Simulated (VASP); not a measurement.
Set up this calculation in VASP 6.6.1, as the native input.

| Quantity | Value |
| --- | --- |
| Task | work function |
| Functional | PBEsol |
| Potentials or basis | VASP PAW PBE potentials, release 64 (Zn, Se) |
| Cutoff | 520 eV |
| k mesh | 4 × 6 × 1 |
| Occupations | gaussian, width 0.05 eV |
| Spin | no spin polarisation |
| Vacuum (Å) | 22 |
| Dipole correction | yes |
| Further INCAR settings | ALGO = Fast; EDIFF = 1e-07 |

The structure of ZnSe lies in POSCAR:

```
ZnSe
1.0
    5.6676000000      0.0000000000      0.0000000000
    0.0000000000      4.0075983930      0.0000000000
    0.0000000000      0.0000000000     34.0227951767
Zn Se
7 7
Direct
    0.5000000000      0.5000000000      0.3233126480
    0.0000000000      0.0000000000      0.3822084319
    0.5000000000      0.5000000000      0.4411042160
    0.0000000000      0.0000000000      0.5000000000
    0.5000000000      0.5000000000      0.5588957840
    0.0000000000      0.0000000000      0.6177915681
    0.5000000000      0.5000000000      0.6766873520
    0.7500000000      0.0000000000      0.3233126480
    0.2500000000      0.5000000000      0.3822084319
    0.7500000000      0.0000000000      0.4411042160
    0.2500000000      0.5000000000      0.5000000000
    0.7500000000      0.0000000000      0.5588957840
    0.2500000000      0.5000000000      0.6177915681
    0.7500000000      0.0000000000      0.6766873520
```

These files were run (other wordings do the same):

INCAR

```
PREC     = Accurate       # precision mode
ENCUT    = 520            # plane-wave cutoff, eV
EDIFF    = 1E-7           # SCF threshold, eV
ISMEAR   = 0              # smearing method
SIGMA    = 0.05           # smearing width, eV
LREAL    = F              # projectors in reciprocal space
LASPH    = T              # aspherical terms in the spheres
NELM     = 60             # most SCF steps
ALGO     = Fast           # electronic algorithm
ISIF     = 2              # what is computed and relaxed
LWAVE    = F              # write WAVECAR
LCHARG   = T              # write CHGCAR
LDIPOL   = T            
IDIPOL   = 3            
DIPOL    = 0.5 0.5 0.500
GGA      = PS             # functional
LVHAR    = T            
LVACPOTAV= T            
KPAR     = 8
```

KPOINTS

```
regular mesh
0
Gamma
  4 6 1
```

Potentials or basis: VASP PAW PBE potentials, release 64 (Zn, Se).

Command:

```sh
$ cat potpaw_PBE.64/Zn/POTCAR potpaw_PBE.64/Se/POTCAR > POTCAR
$ mpirun -np 8 vasp_std > vasp.out
```

It gave:

```
Largest force                          : 1.559 eV/Å
Band gap on the k mesh                 : 1.03 eV, direct
Ionisation potential of the upper face : 5.22 eV
```

Caveat: the PAW data sets were made with another functional, which shifts forces and pressure a little.

It took 8 min on 8 MPI ranks on AMD EPYC 7R43 64-Core Processor (Zen 3), on a shared host, peak memory 0.93 GiB a rank.
